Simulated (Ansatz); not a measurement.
# SiNi2: the cost of one run

Method: DFT, PBE, plane-wave PAW, default files, scalar-relativistic, in Ansatz 0.2.0.

### Step 1. The starting structure

Symmetry: P6_3/mmc, No. 194, hexagonal system. The conventional cell has a = 3.805 Å, b = 3.805 Å, c = 4.890 Å, α = 90.00°, β = 90.00°, γ = 120.00°. Si (site symmetry -6m2) is surrounded by 11 Ni at 2.20 to 2.51 Å. Ni (site symmetry -3m) is surrounded by 8 Ni at 2.44 to 2.51 Å and 6 Si at 2.51 Å. Ni (site symmetry -6m2) is surrounded by 5 Si at 2.20 to 2.45 Å and 6 Ni at 2.51 Å.

Structure file:

```
CELL_PARAMETERS angstrom
3.80500 0.00000 0.00000
-1.90250 3.29523 0.00000
0.00000 0.00000 4.89000
ATOMIC_POSITIONS crystal
Si 0.33333 0.66667 0.75000
Si 0.66667 0.33333 0.25000
Ni 0.00000 0.00000 0.00000
Ni 0.00000 0.00000 0.50000
Ni 0.33333 0.66667 0.25000
Ni 0.66667 0.33333 0.75000
```

### Step 2. First run, atoms as given

Contents of input.yaml:

```yaml
crystal:
  lattice:
    - [3.8050014457, 0.0, 0.0]
    - [-1.9025007228, 3.2952279134, 0.0]
    - [0.0, 0.0, 4.89]
  atoms:
    - { symbol: Si, position: [0.3333333333, 0.6666666667, 0.75] }
    - { symbol: Si, position: [0.6666666667, 0.3333333333, 0.25] }
    - { symbol: Ni, position: [0.0, 0.0, 0.0], spin: 1.5 }
    - { symbol: Ni, position: [0.0, 0.0, 0.5], spin: 1.5 }
    - { symbol: Ni, position: [0.3333333333, 0.6666666667, 0.25], spin: 1.5 }
    - { symbol: Ni, position: [0.6666666667, 0.3333333333, 0.75], spin: 1.5 }
magnetization:
  spin_polarized: true
kpoints:
  mp_grid: { grid: [13, 13, 9] }
scf:
  occupations: { method: fermi_dirac, width: 0.02 }
hamiltonian:
  xc: pbe
  pseudopotentials: { kind: paw }
output:
  forces: true
  stress: true
  populations: true
  efg: { quadrupole_moments_barn: { Ni: 0.162 }, contact_densities: true }
```

Started as:

```
ansatz run input.yaml --threads 1 --pin off --max-ram 3072MiB --backend cpu --events-out ev --progress --plain --runs-dir out
```

What time and memory should one allow on 1 thread of Intel Xeon 6975P-C (Granite Rapids), shared host?

About 41 s, with a peak of 0.79 GiB.
